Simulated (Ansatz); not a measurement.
CdSe (Cadmoselite) under changes of volume

One of the cells (28.102 Å³/atom); the others are scaled copies at fixed shape and fractional positions:

```
Cd Se
1.0
     4.30000    0.00000    0.00000
    -2.15000    3.72391    0.00000
     0.00000    0.00000    7.02000
Cd Se
2 2
Direct
  0.66667 0.33333 0.50000
  0.33333 0.66667 0.00000
  0.66667 0.33333 0.88500
  0.33333 0.66667 0.38500
```

| Quantity | Value |
| --- | --- |
| Program | Ansatz 0.2.0 |
| Functional | PBEsol |
| Potentials or basis | Ansatz PAW |
| Cutoff | 420 eV (not typed: the program's choice for these potentials) |
| k mesh | 7 × 7 × 4 |
| Occupations | fermi-dirac, width 0.05 eV |
| Spin | spin-orbit coupling, no magnetisation |

```csv
volume (Å³/atom),energy over the lowest point (meV/atom),pressure (GPa),gap on the mesh (eV),largest force (eV/Å)
26.416,19.77,3.9,0.59,0.331
26.978,8.73,2.5,0.54,0.307
27.540,2.31,1.2,0.50,0.285
28.102,0.00,0.1,0.46,0.264
28.665,1.36,-0.9,0.42,0.245
29.227,6.00,-1.8,0.38,0.227
29.789,?,?,?,?
```

**Question.** What does the run at 29.789 Å³/atom give?

**Answer.** Energy over the lowest point 13.57 meV/atom; pressure -2.5 GPa; gap on the mesh 0.34 eV; largest force 0.210 eV/Å.

Worked out: A Birch-Murnaghan fit of order 3 (a polynomial in V^(-2/3)) to the other rows has its minimum at 28.16 Å³/atom with B0 = V·E''(V) = 52 GPa and B' = 4.7 at fixed shape and positions, which overstates the stiffness. It gives 13.56 meV/atom at 29.789 Å³/atom, against the run's 13.57, and -dE/dV = -2.5 GPa, against -2.5. A straight line through the other rows of the gap, of slope -2.05 eV per unit of ln V (its deformation potential), extrapolates to 0.34 eV, against the run's 0.34.

Energies are extrapolated to zero smearing.

Caveats: odd divisions of the mesh miss points on the zone boundary, where band edges often lie, so the gap on the mesh can be too wide; the PAW data sets come from PBE, with cores solved anew for the run's functional, which leaves a small shift of forces and pressure.
